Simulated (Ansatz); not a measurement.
Runs of Ansatz 0.2.0 on Nb. The structure is cubic, space group Fm-3m (No. 225). Conventional cell: a = 4.230 Å, b = 4.230 Å, c = 4.230 Å, α = 90.00°, β = 90.00°, γ = 90.00°. Around Nb (site symmetry m-3m) lie 12 Nb at 2.99 Å. This isn't the form of Nb at room conditions, which is bcc.

| task | level | spin | cell | k mesh | smearing | points for each segment of the path | gap on the mesh (eV) | pressure (GPa) |
| --- | --- | --- | --- | --- | --- | --- | --- | --- |
| band structure | PBE | off | as given | 11 × 11 × 11 | fermi-dirac 0.05 eV | 14 | none | -1.8 |
| relaxation of cell and atoms | PBE | off | relaxed | 11 × 11 × 11 | fermi-dirac 0.05 eV | - | none | 0.0 |
| band structure | PBEsol | off | as given | 11 × 11 × 11 | fermi-dirac 0.05 eV | 14 | none | (a) |
| single point | PBE | off | as given | 11 × 11 × 11 | gaussian 0.011 eV | - | none | -1.9 |
| band structure | PBE | SOC, no magnetisation | as given | 8 × 8 × 8 | fermi-dirac 0.05 eV | 14 | none | -1.8 |

Alike in all rows: potentials or basis Ansatz PAW; cutoff (eV) 420.

Q: Estimate the missing entries.

A: (a) -7.4.

Caveats: the plane-wave basis is chosen anew once the cell has moved, so the energies of steps on either side of that aren't comparable (some runs); the PAW data sets come from PBE, with cores solved anew for the run's functional, which leaves a small shift of forces and pressure (some runs).

A k mesh can miss the band edges, and rows without SOC leave out spin-orbit coupling on Nb.

A gap of «none» marks a metal or a gap under the smearing width.
